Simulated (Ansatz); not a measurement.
# Se: stress in a strained cell

Se is deformed so: zz strain of -2 %. What stress and forces result, by LAPW, PAW and all-electron datasets made for the crystal?

Computed with Ansatz 0.2.0 (DFT PBE, scalar-relativistic, unless a step's input says otherwise).

## Step 1: The starting structure

It takes space group R-3 (No. 148, trigonal). Conventional cell: a = 11.362 Å, b = 11.362 Å, c = 4.429 Å, α = 90.00°, β = 90.00°, γ = 120.00°. Around Se (site symmetry 1) lie 2 Se at 2.36 Å.

As a file:

```cif
data_structure
_symmetry_space_group_name_H-M 'R-3:H'
_symmetry_Int_Tables_number 148
_cell_length_a 11.3620
_cell_length_b 11.3620
_cell_length_c 4.4290
_cell_angle_alpha 90.000
_cell_angle_beta 90.000
_cell_angle_gamma 120.000
_cell_volume 495.16
loop_
_atom_site_label
_atom_site_type_symbol
_atom_site_symmetry_multiplicity
_atom_site_Wyckoff_symbol
_atom_site_fract_x
_atom_site_fract_y
_atom_site_fract_z
_atom_site_occupancy
Se1 Se 18 f 0.82688 0.53560 0.45378 1
```

The file gives the conventional cell by its symmetry; the runs use the cell typed in the input.

Atoms are numbered in the order of the input: Se1, Se2, Se3, Se4, Se5, Se6.

## Step 2: The deformed structure

Space group R-3 before, R-3 after.

## Step 3: All-electron LAPW

input.yaml

```yaml
crystal:
  lattice:
    - [5.6809998619, 3.2799267995, 1.4468034]
    - [-5.6809998619, 3.2799267995, 1.4468034]
    - [0.0, -6.5598535991, 1.4468034]
  atoms:
    - { symbol: Se, position: [0.28066, 0.16251, 0.91818] }
    - { symbol: Se, position: [0.91818, 0.28066, 0.16251] }
    - { symbol: Se, position: [0.16251, 0.91818, 0.28066] }
    - { symbol: Se, position: [0.71934, 0.83749, 0.08182] }
    - { symbol: Se, position: [0.08182, 0.71934, 0.83749] }
    - { symbol: Se, position: [0.83749, 0.08182, 0.71934] }
kpoints:
  mp_grid: { grid: [6, 6, 6] }
  band_path:
    path:
      - [0.0, 0.0, 0.0]
      - [0.5, 0.0, 0.0]
      - [0.5, -0.5, 0.5]
      - [0.1990961096, -0.8009038904, 0.1990961096]
      - [0.1990961096, 0.1990961096, 0.1990961096]
      - [0.0, 0.0, 0.0]
      - [0.5, -0.5, 0.0]
    npoints: 5
scf:
  occupations: { method: fermi_dirac, width: 0.01 }
hamiltonian:
  xc: pbe
  pseudopotentials: { kind: all_electron, lapw: { basis_error: 0.001 } }
output:
  forces: true
  stress: true
  eigenvalues: true
```

Started as:

```console
> ansatz run input.yaml --threads 2 --pin off --max-ram 6144MiB --backend cpu --events-out ev --progress --plain --runs-dir out
```

## Step 4: Frozen-core PAW

input.yaml: that of step 3 with these lines changed.

```diff
@@ -14,12 +14,2 @@
   mp_grid: { grid: [6, 6, 6] }
-  band_path:
-    path:
-      - [0.0, 0.0, 0.0]
-      - [0.5, 0.0, 0.0]
-      - [0.5, -0.5, 0.5]
-      - [0.1990961096, -0.8009038904, 0.1990961096]
-      - [0.1990961096, 0.1990961096, 0.1990961096]
-      - [0.0, 0.0, 0.0]
-      - [0.5, -0.5, 0.0]
-    npoints: 5
 scf:
@@ -28,3 +18,3 @@
   xc: pbe
-  pseudopotentials: { kind: all_electron, lapw: { basis_error: 0.001 } }
+  pseudopotentials: { kind: paw }
 output:
@@ -33 +23,6 @@
   eigenvalues: true
+  efg: { contact_densities: true }
+  write_density: true
+  write_potential: true
+  elf: true
+  volumetric_format: npy
```

## Step 5: All-electron PAW on datasets made for the crystal

input.yaml: that of step 4 with these lines changed.

```diff
@@ -18,3 +18,3 @@
   xc: pbe
-  pseudopotentials: { kind: paw }
+  pseudopotentials: { kind: all_electron, datasets: crystal }
 output:
@@ -24,5 +24 @@
   efg: { contact_densities: true }
-  write_density: true
-  write_potential: true
-  elf: true
-  volumetric_format: npy
```

(Steps that only read results are left out.)

Q: Predict the outcome of this session. Wanted: pressure; largest shear or deviatoric stress.

**Answer**, as computed:

```
                                 quantity                                           value
                                 pressure  LAPW 3.47, PAW 3.48, crystal datasets 3.46 GPa
largest shear or deviatoric stress (LAPW)                                        0.27 GPa
```

In words: The largest part of the stress beyond the pressure is 0.27 GPa in size, in the zz component; the atoms are carried along and not relaxed. No run of the undeformed cell stands beside it, so the pressure holds what the given cell had before the change. PAW: stress within 0.01 GPa of LAPW, forces within 5 meV/Å. Crystal datasets: stress within 0.01 GPa of LAPW, forces within 1 meV/Å.
